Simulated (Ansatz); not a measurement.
**Kick test of a cell of Sn**

The cell was found from a structure generator's guess, not taken from experiment.

Method: Ansatz, DFT PBE, scalar-relativistic, plane waves, PAW. Plane waves to 420 eV, a k mesh through Γ of 18×18×18 on the computed 1-atom cell and Gaussian smearing (0.10 eV); no spin polarisation.

The cell below (1 atom, space group P6/mmm (No. 191)) is relaxed within its symmetry.

```yaml
crystal:
  lattice:
    - [3.26790, 0.00000, 0.00000]
    - [-1.63395, 2.83009, 0.00000]
    - [0.00000, 0.00000, 3.07265]
  atoms:
    - { symbol: Sn, position: [0.00000, 0.00000, 0.50000] }
```

For the test a repeat of it with 4 atoms (edges 3.07, 6.54, 6.54 Å) was strained at random (σ = 1.5 % a component), the atoms were moved at random (σ = 0.15 Å), and all was relaxed again on a coarse 8×6×6 mesh (in the run’s order of axes) with 0.20 eV smearing, with no symmetry imposed.

Question: Does it come back?

Answer: It returns, within 1 meV/atom of the unmoved cell on that mesh and with the same symmetry when read at 0.1 Å (P2 at 0.01 Å, so small strains and shifts remain). So it is stable against the distortions that fit this cell and that this random move excites. Modes that don't fit the cell aren't tested.
